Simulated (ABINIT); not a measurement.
# HfC (Fm-3m) in ABINIT: settings compared

Aim: see how the results for HfC move with the level of theory and the settings. Levels: LDA, PBE. Tasks: relaxation of cell and atoms, single point.

Everything below comes from runs of ABINIT 10.8.3 (patched build). Logs are shortened: lines on timing, memory, paths and dates and some standing lists are left out, and cuts for length are marked. The log counts tension as positive stress, the text compression.

**1. Starting point**

The structure is cubic, space group Fm-3m (No. 225). Conventional cell: a = 4.650 Å, b = 4.650 Å, c = 4.650 Å, α = 90.00°, β = 90.00°, γ = 90.00°. Hf (site symmetry m-3m) has 6 C at 2.33 Å as nearest neighbours. Around C (site symmetry m-3m) lie 6 Hf at 2.33 Å.

**2. Relaxation of cell and atoms, LDA**

Contents of run.abi:

```
# Pseudopotentials
pp_dirpath "./"
pseudos "Hf.upf, C.upf"

# Structure
acell 3*1.0 Angstrom
rprim
     0.0000000000     2.3250000000     2.3250000000
     2.3250000000     0.0000000000     2.3250000000
     2.3250000000     2.3250000000     0.0000000000
ntypat 2
znucl 72 6
natom 2
typat 1 2
chkprim 0
chksymtnons 0
tolsym 1.0e-6
xred
            1/2            1/2            1/2
            0.0            0.0            0.0

# Plane-wave basis
ecut 41.0
ecutsm 0.5

# k points
kptopt 1
ngkpt 8 8 8
nshiftk 1
shiftk 0.0 0.0 0.0

# Exchange and correlation
ixc 7

# Bands and occupations
nband 12
occopt 3
tsmear 0.05 eV

# SCF cycle
nstep 80
tolvrs 1.0e-12

# Output
iomode 3
prteig 0
prtebands 0
prtwf 0
prtden 0

# Relaxation
ionmov 2
optcell 2
ntime 50
tolmxf 2.0e-5
dilatmx 1.08
```

Potentials or basis: PseudoDojo NC SR LDA v0.4.1 standard.

Launch:

```console
$ mpirun --bind-to none -np 4 abinit run.abi > log 2>&1
```

run.abo:

```text
.Version 10.8.3 of ABINIT
 Symmetries : space group Fm -3 m (#225); Bravais cF (face-center cubic)
================================================================================
 Values of the parameters that define the memory need of the present run
     intxc =       0    ionmov =       2      iscf =       7    lmnmax =       8
     lnmax =       8     mgfft =      40  mpssoang =       4    mqgrid =    3001
     natom =       2  nloc_mem =       1    nspden =       1   nspinor =       1
    nsppol =       1      nsym =      48    n1xccc =    2501    ntypat =       2
    occopt =       3   xclevel =       1
       mpw =        2701          nfft =       64000          nkpt =          29
================================================================================
================================================================================

--------------------------------------------------------------------------------
------------- Echo of variables that govern the present computation ------------
--------------------------------------------------------------------------------
 -outvars: echo values of preprocessed input variables --------
            acell      1.8897261259E+00  1.8897261259E+00  1.8897261259E+00 Bohr
              amu      1.78490000E+02  1.20110000E+01
          chkprim           0
      chksymtnons           0
          dilatmx      1.08000000E+00
             ecut      4.10000000E+01 Hartree
           ecutsm      5.00000000E-01 Hartree
           ionmov           2
              ixc           7
         kptrlatt        8    0    0      0    8    0      0    0    8
          kptrlen      4.97080595E+01
            natom           2
            nband          12
            ngfft          40      40      40
             nkpt          29
            nstep          80
             nsym          48
            ntime          50
           ntypat           2
           occopt           3
          optcell           2
           prtden           0
        prtebands           0
           prteig           0
            prtwf           0
            rprim      0.0000000000E+00  2.3250000000E+00  2.3250000000E+00
                       2.3250000000E+00  0.0000000000E+00  2.3250000000E+00
                       2.3250000000E+00  2.3250000000E+00  0.0000000000E+00
          spgroup         225
           tolmxf      2.00000000E-05
           tolsym      1.00000000E-06
           tolvrs      1.00000000E-12
           tsmear      1.83746611E-03 Hartree
            typat      1  2
           xangst      2.3250000000E+00  2.3250000000E+00  2.3250000000E+00
                       0.0000000000E+00  0.0000000000E+00  0.0000000000E+00
            xcart      4.3936132427E+00  4.3936132427E+00  4.3936132427E+00
                       0.0000000000E+00  0.0000000000E+00  0.0000000000E+00
             xred      5.0000000000E-01  5.0000000000E-01  5.0000000000E-01
                       0.0000000000E+00  0.0000000000E+00  0.0000000000E+00
            znucl       72.00000    6.00000

================================================================================

 chkinp: Checking input parameters for consistency.

================================================================================
== DATASET  1 ==================================================================

--- !DatasetInfo
iteration_state: {dtset: 1, }
dimensions: {natom: 2, nkpt: 29, mband: 12, nsppol: 1, nspinor: 1, nspden: 1, mpw: 2701, }
cutoff_energies: {ecut:  41.0, pawecutdg:  -1.0, }
electrons: {nelect:   1.60000000E+01, charge:   0.00000000E+00, occopt:   3.00000000E+00, tsmear:   1.83746611E-03, }
meta: {optdriver: 0, ionmov: 2, optcell: 2, iscf: 7, paral_kgb: 0, }
...

 Exchange-correlation functional for the present dataset will be:
  LDA: Perdew-Wang 92 LSD fit to Ceperley-Alder data - ixc=7
  J.P.Perdew and Y.Wang, PRB 45, 13244 (1992)

 Real(R)+Recip(G) space primitive vectors, cartesian coordinates (Bohr,Bohr^-1):
 R(1)=  0.0000000  4.3936132  4.3936132  G(1)= -0.1138016  0.1138016  0.1138016
 R(2)=  4.3936132  0.0000000  4.3936132  G(2)=  0.1138016 -0.1138016  0.1138016
 R(3)=  4.3936132  4.3936132  0.0000000  G(3)=  0.1138016  0.1138016 -0.1138016
 Unit cell volume ucvol=  1.6962719E+02 bohr^3
 Angles (23,13,12)=  6.00000000E+01  6.00000000E+01  6.00000000E+01 degrees

 getcut: wavevector=  0.0000  0.0000  0.0000  ngfft=  40  40  40
         ecut(hartree)=     47.822   => boxcut(ratio)=   2.06796

--- Pseudopotential description ------------------------------------------------
- pspini: atom type   1  psp file is ./Hf.upf
  72.00000  12.00000  180309                  znucl, zion, pspdat
12 -1012 3 -1 1618                            pspcod,pspxc,lmax,lloc,mmax
     nproj     2     2     2     2

- pspini: atom type   2  psp file is ./C.upf
   6.00000   4.00000  180309                  znucl, zion, pspdat
12 -1012 1 -1 1234                            pspcod,pspxc,lmax,lloc,mmax
     nproj     2     2     0     0

   4.20630866E+02                                ecore*ucvol(ha*bohr**3)
--------------------------------------------------------------------------------

================================================================================

=== [ionmov= 2] Broyden-Fletcher-Goldfarb-Shanno method (forces)
================================================================================

--- Iteration: ( 1/50) Internal Cycle: (1/1)
--------------------------------------------------------------------------------

---SELF-CONSISTENT-FIELD CONVERGENCE--------------------------------------------

--- !BeginCycle
iteration_state: {dtset: 1, itime: 1, icycle: 1, }
solver: {iscf: 7, nstep: 80, nline: 4, wfoptalg: 0, }
tolerances: {tolvrs: 1.00E-12, }
...

     iter   Etot(hartree)      deltaE(h)  residm     vres2
 ETOT  1  -62.364977776279    -6.236E+01 1.293E-01 1.175E+03
 ETOT  2  -62.332193297874     3.278E-02 5.777E-02 1.576E+03
 ETOT  3  -62.556030659187    -2.238E-01 6.259E-03 6.674E-01
 ETOT  4  -62.556227857735    -1.972E-04 2.276E-03 1.122E-01
 ETOT  5  -62.556234933730    -7.076E-06 3.318E-04 5.176E-02
 ETOT  6  -62.556242674893    -7.741E-06 4.790E-04 2.041E-03
 ETOT  7  -62.556243007689    -3.328E-07 1.062E-04 3.396E-06
 ETOT  8  -62.556243008307    -6.182E-10 1.583E-04 6.015E-07
 ETOT  9  -62.556243008399    -9.112E-11 4.240E-05 4.074E-08
 ETOT 10  -62.556243008405    -6.672E-12 7.169E-05 3.720E-10
 ETOT 11  -62.556243008404     8.882E-13 4.487E-05 1.712E-12
 ETOT 12  -62.556243008405    -1.059E-12 7.615E-05 1.305E-14

 At SCF step   12       vres2   =  1.30E-14 < tolvrs=  1.00E-12 =>converged.

 Cartesian components of stress tensor (hartree/bohr^3)
  sigma(1 1)=  4.62834563E-04  sigma(3 2)=  0.00000000E+00
  sigma(2 2)=  4.62834563E-04  sigma(3 1)=  0.00000000E+00
  sigma(3 3)=  4.62834563E-04  sigma(2 1)=  0.00000000E+00

--- !ResultsGS
iteration_state: {dtset: 1, itime: 1, icycle: 1, }
comment   : Summary of ground state results
lattice_vectors:
- [  0.0000000,   4.3936132,   4.3936132, ]
- [  4.3936132,   0.0000000,   4.3936132, ]
- [  4.3936132,   4.3936132,   0.0000000, ]
lattice_lengths: [   6.21351,    6.21351,    6.21351, ]
lattice_angles: [ 60.000,  60.000,  60.000, ] # degrees, (23, 13, 12)
lattice_volume:   1.6962719E+02
convergence: {deltae: -1.059E-12, res2:  1.305E-14, residm:  7.615E-05, diffor: null, }
etotal    :  -6.25562430E+01
entropy   :   0.00000000E+00
fermie    :   3.95984640E-01
cartesian_stress_tensor: # hartree/bohr^3
- [  4.62834563E-04,   0.00000000E+00,   0.00000000E+00, ]
- [  0.00000000E+00,   4.62834563E-04,   0.00000000E+00, ]
- [  0.00000000E+00,   0.00000000E+00,   4.62834563E-04, ]
pressure_GPa:  -1.3617E+01
xred      :
- [  5.0000E-01,   5.0000E-01,   5.0000E-01, Hf]
- [  0.0000E+00,   0.0000E+00,   0.0000E+00,  C]
cartesian_forces: # hartree/bohr
[... 300 lines left out ...]
 Cartesian coordinates (xcart) [bohr]
  4.31082592919338E+00  4.31082592919338E+00  4.31082592919338E+00
  0.00000000000000E+00  0.00000000000000E+00  0.00000000000000E+00
 Reduced coordinates (xred)
  5.00000000000000E-01  5.00000000000000E-01  5.00000000000000E-01
  0.00000000000000E+00  0.00000000000000E+00  0.00000000000000E+00
 Cartesian forces (fcart) [Ha/bohr]; max,rms= 0.00000E+00 0.00000E+00 (free atoms)
 -0.00000000000000E+00 -0.00000000000000E+00 -0.00000000000000E+00
 -0.00000000000000E+00 -0.00000000000000E+00 -0.00000000000000E+00
 Gradient of E wrt nuclear positions in reduced coordinates (gred)
  0.00000000000000E+00  0.00000000000000E+00  0.00000000000000E+00
  0.00000000000000E+00  0.00000000000000E+00  0.00000000000000E+00
 Scale of Primitive Cell (acell) [bohr]
  6.09642849409488E+00  6.09642849409488E+00  6.09642849409488E+00
 Real space primitive translations (rprimd) [bohr]
  0.00000000000000E+00  4.31082592919338E+00  4.31082592919338E+00
  4.31082592919338E+00  0.00000000000000E+00  4.31082592919338E+00
  4.31082592919338E+00  4.31082592919338E+00  0.00000000000000E+00
 Unitary Cell Volume (ucvol) [Bohr^3]=  1.60218054901495E+02
 Angles (23,13,12)= [degrees]
  6.00000000000000E+01  6.00000000000000E+01  6.00000000000000E+01
 Lengths [Bohr]
  6.09642849409488E+00  6.09642849409488E+00  6.09642849409488E+00
 Stress tensor in cartesian coordinates (strten) [Ha/bohr^3]
  1.68895946377895E-07  0.00000000000000E+00  0.00000000000000E+00
  0.00000000000000E+00  1.68895946360548E-07  0.00000000000000E+00
  0.00000000000000E+00  0.00000000000000E+00  1.68895946364017E-07
 Total energy (etotal) [Ha]= -6.25585271094610E+01

 Difference of energy with previous step (new-old):
           Absolute (Ha)=-7.96622E-07
           Relative     =-1.27340E-08

 At Broyd/MD step   4, gradients are converged :
  max grad (force/stress) = 1.6890E-05 < tolmxf= 2.0000E-05 ha/bohr (free atoms)

================================================================================

 ----iterations are completed or convergence reached----

 Mean square residual over all n,k,spin=   15.556E-10; max=  54.120E-08
 reduced coordinates (array xred) for    2 atoms
       0.500000000000      0.500000000000      0.500000000000
       0.000000000000      0.000000000000      0.000000000000
 rms dE/dt=  0.0000E+00; max dE/dt=  0.0000E+00; dE/dt below (all hartree)
    1       0.000000000000      0.000000000000      0.000000000000
    2       0.000000000000      0.000000000000      0.000000000000

 cartesian coordinates (angstrom) at end:
    1      2.28119084035130     2.28119084035130     2.28119084035130
    2      0.00000000000000     0.00000000000000     0.00000000000000

 cartesian forces (hartree/bohr) at end:
    1     -0.00000000000000    -0.00000000000000    -0.00000000000000
    2     -0.00000000000000    -0.00000000000000    -0.00000000000000
 frms,max,avg= 0.0000000E+00 0.0000000E+00   0.000E+00  0.000E+00  0.000E+00 h/b

 cartesian forces (eV/Angstrom) at end:
    1     -0.00000000000000    -0.00000000000000    -0.00000000000000
    2     -0.00000000000000    -0.00000000000000    -0.00000000000000
 frms,max,avg= 0.0000000E+00 0.0000000E+00   0.000E+00  0.000E+00  0.000E+00 e/A
 length scales=  6.096428494095  6.096428494095  6.096428494095 bohr
              =  3.226091024786  3.226091024786  3.226091024786 angstroms
 Fermi (or HOMO) energy (hartree) =   0.42388   Average Vxc (hartree)=  -0.48981
 Eigenvalues (hartree) for nkpt=  29  k points:
 kpt#   1, nband= 12, wtk=  0.00195, kpt=  0.0000  0.0000  0.0000 (reduced coord)
  -1.80804   -0.64842   -0.64842   -0.64842   -0.03219    0.46520    0.46520    0.46520
   0.47456    0.47456    0.47456    0.55501
      occupation numbers for kpt#   1
   2.00000    2.00000    2.00000    2.00000    2.00000    0.00000    0.00000    0.00000
   0.00000    0.00000    0.00000    0.00000
 prteigrs : prtvol=0 or 1, do not print more k-points.

--- !EnergyTerms
iteration_state     : {dtset: 1, itime: 4, icycle: 1, }
comment             : Components of total free energy in Hartree
kinetic             :  1.86992192386059E+01
hartree             :  6.29941955688183E+00
xc                  : -1.63560180930391E+01
Ewald energy        : -4.86097271480643E+01
psp_core            :  2.62536495217342E+00
local_psp           : -2.75254822321667E+01
non_local_psp       :  2.30879716814175E+00
internal            : -6.25584265574672E+01
'-kT*entropy'       : -1.00551993861795E-04
total_energy        : -6.25585271094610E+01
total_energy_eV     : -1.70230424415522E+03
band_energy         : -5.51941332002947E+00
...

 Cartesian components of stress tensor (hartree/bohr^3)
  sigma(1 1)=  1.68895946E-07  sigma(3 2)=  0.00000000E+00
  sigma(2 2)=  1.68895946E-07  sigma(3 1)=  0.00000000E+00
  sigma(3 3)=  1.68895946E-07  sigma(2 1)=  0.00000000E+00

-Cartesian components of stress tensor (GPa)         [Pressure= -4.9691E-03 GPa]
- sigma(1 1)=  4.96909030E-03  sigma(3 2)=  0.00000000E+00
- sigma(2 2)=  4.96909030E-03  sigma(3 1)=  0.00000000E+00
- sigma(3 3)=  4.96909030E-03  sigma(2 1)=  0.00000000E+00

== END DATASET(S) ==============================================================
================================================================================

 -outvars: echo values of variables after computation  --------
            acell      6.0964284941E+00  6.0964284941E+00  6.0964284941E+00 Bohr
           etotal     -6.2558527109E+01
            fcart     -0.0000000000E+00 -0.0000000000E+00 -0.0000000000E+00
                      -0.0000000000E+00 -0.0000000000E+00 -0.0000000000E+00
            rprim      0.0000000000E+00  7.0710678119E-01  7.0710678119E-01
                       7.0710678119E-01  0.0000000000E+00  7.0710678119E-01
                       7.0710678119E-01  7.0710678119E-01  0.0000000000E+00
           strten      1.6889594638E-07  1.6889594636E-07  1.6889594636E-07
                       0.0000000000E+00  0.0000000000E+00  0.0000000000E+00
           xangst      2.2811908404E+00  2.2811908404E+00  2.2811908404E+00
                       0.0000000000E+00  0.0000000000E+00  0.0000000000E+00
             xred      5.0000000000E-01  5.0000000000E-01  5.0000000000E-01
                       0.0000000000E+00  0.0000000000E+00  0.0000000000E+00
 Calculation completed.
```

Wall time 27 s (4 MPI ranks of Arm Neoverse V2, shared host); peak memory 0.28 GiB.

What came out:

| Quantity | Value |
| --- | --- |
| Free energy | -1702.3042 eV |
| Relaxed volume | 11.87 Å³/atom |
| Relaxed cell | a = 3.226 Å, b = 3.226 Å, c = 3.226 Å, α = 60.00°, β = 60.00°, γ = 60.00° |
| Space group after relaxing (to 0.05 Å) | Fm-3m (No. 225) |
| Energy gained by relaxing | 31.1 meV/atom |
| Ionic steps | 4 |
| Pressure after relaxing | 0.0 GPa |
| Band gap on the k mesh | none (metal or under the smearing width) |

Step by step:
| step | energy change (eV) | largest force (eV/Å) | pressure (GPa) | volume (Å³) |
| --- | --- | --- | --- | --- |
| 1 | 0.0000 | 0.0000 | -13.62 | 25.14 |
| 2 | -0.0577 | 0.0000 | -3.93 | 24.10 |
| 3 | -0.0621 | 0.0000 | 0.28 | 23.72 |
| 4 | -0.0622 | 0.0000 | -0.01 | 23.74 |

Final structure:
```yaml
crystal:
  lattice:
    - [0.00000, 2.28119, 2.28119]
    - [2.28119, 0.00000, 2.28119]
    - [2.28119, 2.28119, 0.00000]
  atoms:
    - { symbol: Hf, position: [0.50000, 0.50000, 0.50000] }
    - { symbol: C, position: [0.00000, 0.00000, 0.00000] }
```

Spin-orbit coupling is left out, which matters for the levels of Hf. LDA usually gives volumes a few per cent too small.

**3. Single point, LDA (cell relaxed)**

Contents of run.abi:

```
# Pseudopotentials
pp_dirpath "./"
pseudos "Hf.upf, C.upf"

# Structure
acell 3.2260910243 3.2260910243 3.2260910243 Angstrom
rprim
     0.0000000000     0.7071067812     0.7071067812
     0.7071067812     0.0000000000     0.7071067812
     0.7071067812     0.7071067812     0.0000000000
ntypat 2
znucl 72 6
natom 2
typat 1 2
xred
     0.5000000000     0.5000000000     0.5000000000
     0.0000000000     0.0000000000     0.0000000000
chkprim 0
chksymtnons 0
tolsym 1.0e-6

# Plane-wave basis
ecut 41.0

# k points
kptopt 1
ngkpt 8 8 8
nshiftk 1
shiftk 0.0 0.0 0.0

# Exchange and correlation
ixc 7

# Bands and occupations
nband 12
occopt 3
tsmear 0.05 eV

# SCF cycle
nstep 100
tolvrs 1.0e-10

# Output
iomode 3
prtwf 0
prteig 0
prtebands 0
prtden 1
prtvha 1
prtvclmb 1
prtpot 1
prtelf 1
```

Potentials or basis: PseudoDojo NC SR LDA v0.4.1 standard.

Launch:

```console
$ mpirun --bind-to none -np 4 abinit run.abi > log 2>&1
```

Wall time 6.8 s (4 MPI ranks of Arm Neoverse V2, shared host); peak memory 0.28 GiB.

It converged, with:

- Free energy: -1702.3043 eV
- Pressure: -0.1 GPa
- Band gap on the k mesh: none (metal or under the smearing width)
- Valence electrons inside the program's atomic spheres: Hf 8.51; C 3.97

Levels at points of the mesh, in eV from the Fermi level:
| k point | band 4 | band 5 | band 6 | band 7 | band 8 | band 9 | band 10 | band 11 | band 12 |
| --- | --- | --- | --- | --- | --- | --- | --- | --- | --- |
| (0.00, 0.00, 0.00) | -29.18 | -12.41 | 1.12 | 1.12 | 1.12 | 1.38 | 1.38 | 1.38 | 3.57 |
| (0.50, 0.00, 0.00) | -29.26 | -8.21 | -6.37 | -3.16 | -3.16 | 5.61 | 5.61 | 6.11 | 6.99 |
| (0.50, 0.50, 0.00) | -29.47 | -10.47 | -2.42 | -1.97 | 0.06 | 0.06 | 5.65 | 7.16 | 7.16 |

The run has no spin-orbit coupling, so splittings on Hf are missing.

(Part 1 of 2 ends here.)
